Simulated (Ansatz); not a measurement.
**Li2S: how the settings move a single-point run**

How sensitive is a single-point run of Li2S to its settings? A reference run comes first, then one run with altered input.

Method: reference: DFT, PBE, all-electron LAPW, scalar-relativistic, in Ansatz 0.2.0.

### 1 The structure to begin with

The structure is cubic, space group Fm-3m (No. 225). The conventional cell has a = 5.708 Å, b = 5.708 Å, c = 5.708 Å, α = 90.00°, β = 90.00°, γ = 90.00°. Li (site symmetry -43m) has 4 S at 2.47 Å as nearest neighbours. S (site symmetry m-3m) is surrounded by 8 Li at 2.47 Å.

Coordinates:

```
Li S
1.0
     0.00000    2.85400    2.85400
     2.85400    0.00000    2.85400
     2.85400    2.85400    0.00000
Li S
2 1
Direct
  0.25000 0.25000 0.25000
  0.75000 0.75000 0.75000
  0.00000 0.00000 0.00000
```

### 2 Baseline

Input file input.yaml:

```yaml
crystal:
  lattice:
    - [0.0, 2.854, 2.854]
    - [2.854, 0.0, 2.854]
    - [2.854, 2.854, 0.0]
  atoms:
    - { symbol: Li, position: [0.25, 0.25, 0.25] }
    - { symbol: Li, position: [0.75, 0.75, 0.75] }
    - { symbol: S, position: [0.0, 0.0, 0.0] }
kpoints:
  mp_grid: { grid: [7, 7, 7] }
  band_path:
    path:
      - [0.0, 0.0, 0.0]
      - [0.5, 0.0, 0.5]
      - [0.625, 0.25, 0.625]
      - [0.375, 0.375, 0.75]
      - [0.0, 0.0, 0.0]
      - [0.5, 0.5, 0.5]
      - [0.5, 0.25, 0.75]
      - [0.5, 0.0, 0.5]
    npoints: 14
scf:
  occupations: { method: fermi_dirac, width: 0.02 }
hamiltonian:
  xc: pbe
  pseudopotentials: { kind: all_electron, lapw: { basis_error: 0.001 } }
output:
  forces: true
  stress: true
  eigenvalues: true
  fatbands: true
  populations: true
  dos: { projected: true, de: 0.2, e_range: [-14, 8] }
```

The run is started by

```console
ansatz run input.yaml --threads 1 --pin off --max-ram 3072MiB --backend cpu --events-out ev --progress --plain --runs-dir out
```

### 3 Changed: occupations.method gaussian, occupations.width 0.2, n_extra_bands 8

Edit input.yaml of step 2 so:

```diff
@@ -23,3 +23,4 @@
 scf:
-  occupations: { method: fermi_dirac, width: 0.02 }
+  occupations: { method: gaussian, width: 0.2 }
+  n_extra_bands: 8
 hamiltonian:
@@ -31,4 +32,2 @@
   eigenvalues: true
-  fatbands: true
   populations: true
-  dos: { projected: true, de: 0.2, e_range: [-14, 8] }
```

Before running it: what results should come out? Wanted: for each run, ending; energy change; pressure; gap; force.

The runs gave:

| run | ending | energy change | pressure (GPa) | gap (eV) | force (eV/Å) | cycles | time |
| --- | --- | --- | --- | --- | --- | --- | --- |
| reference | converged | 0 | -0.1 | 3.54 | 0.00 | 6 | 12 s |
| 1: occupations.method gaussian, occupations.width 0.2, n_extra_bands 8 | converged | 0.0 meV/atom (σ→0) | -0.1 | 3.54 | 0.00 | 6 | 8.3 s |

Times don't compare one to one where runs were asked for different outputs or read a saved state (see the inputs); cycles may leave out searches for a lower state.

Residual by cycle in the longest SCF loop of each run; runs are numbered as in the table. The quantity is the density residual dr2, in eV.

| cycle | reference | run 1 |
| --- | --- | --- |
| 1 | 0.899 | 0.899 |
| 2 | 0.027 | 0.027 |
| 3 | 0.0149 | 0.0149 |
| 4 | 7.4e-5 | 7.3e-5 |
| 5 | 1.1e-6 | 1.1e-6 |
| 6 | 1.5e-8 | 1.3e-8 |

Changing the smearing and band count hardly moves the energy: 0.0 meV/atom.

These are semilocal Kohn-Sham gaps, which aren't the measured quantity. Such gaps usually fall short of the measured ones.
